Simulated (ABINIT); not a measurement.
BN:

```
N B
1.0
     0.00000    1.81300    1.81300
     1.81300    0.00000    1.81300
     1.81300    1.81300    0.00000
N B
1 1
Direct
  0.25000 0.25000 0.25000
  0.00000 0.00000 0.00000
```

The cell is a database's computed one.

Base run:

| Item | Value |
| --- | --- |
| Program | ABINIT 10.8.3 (patched build) |
| Functional | BLYP |
| Potentials or basis | JTH PAW PBE v2.0 |
| Cutoff | 844 eV |
| k mesh | 13 × 13 × 13 |
| Occupations | fermi-dirac, width 0.05 eV |
| Spin | no spin polarisation |

Its results: band gap on the k mesh 4.93 eV, indirect (least direct gap 8.87 eV); pressure 5.8 GPa.

Question: After a change of settings the same cell gave: band gap on the k mesh 4.34 eV, indirect (least direct gap 8.70 eV); pressure -6.2 GPa. Which change was it?
A. functional from BLYP to PBEsol
B. functional from BLYP to r2SCAN
C. functional from BLYP to LDA
D. functional from BLYP to PW91

Answer: A.

PBEsol binds more tightly than BLYP, so the same cell stands under less pressure.

Caveats: the PAW data sets were made with another functional, which shifts forces and pressure a little.

Runs at the PBE level aren't shown here.
